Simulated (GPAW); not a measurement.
Crystal: Al.

```
Al
1.0
     2.82708    0.00000    0.00000
    -1.41354    2.44832    0.00000
     0.00000    0.00000    9.18599
Al
4
Direct
  0.66667 0.33333 0.75000
  0.00000 0.00000 0.50000
  0.33333 0.66667 0.25000
  0.00000 0.00000 0.00000
```

This isn't the form of Al at room conditions, which is fcc.

* Program: GPAW 26.7.0
* Task: relaxation of cell and atoms
* Functional: PBEsol
* Dispersion: D3(BJ)
* Potentials or basis: PAW data sets generated in the run's folder for this functional
* Cutoff: 600 eV
* Basis: pw
* k mesh: 9 × 9 × 3
* Occupations: fermi-dirac, width 0.05 eV
* Spin: no spin polarisation

At the start: pressure -1.6 GPa; volume 15.90 Å³/atom.

How do energy, volume and symmetry change on relaxing?

Over 6 steps the energy falls by 4.1 meV/atom and the volume is 15.61 Å³/atom (-1.8 %); space group P6_3/mmc (No. 194, to 0.05 Å).

Step by step:
```tsv
step	energy change (eV)	largest force (eV/Å)	pressure (GPa)	volume (Å³)
1	0.0000	0.0000	-1.60	63.58
2	-0.0023	0.0000	-1.45	63.47
3	-0.0152	0.0000	0.69	62.04
4	-0.0158	0.0000	0.24	62.32
5	-0.0159	0.0000	0.24	62.33
6	-0.0162	0.0000	0.08	62.46
```

Final structure:
```
CELL_PARAMETERS angstrom
2.79233 0.00000 0.00000
-1.39617 2.41823 0.00000
0.00000 0.00000 9.24961
ATOMIC_POSITIONS crystal
Al 0.66667 0.33333 0.75000
Al 0.00000 0.00000 0.50000
Al 0.33333 0.66667 0.25000
Al 0.00000 0.00000 0.00000
```

Caveat: later steps reuse the first step's grids; pairwise dispersion overbinds metals, which lowers pressure and volume.
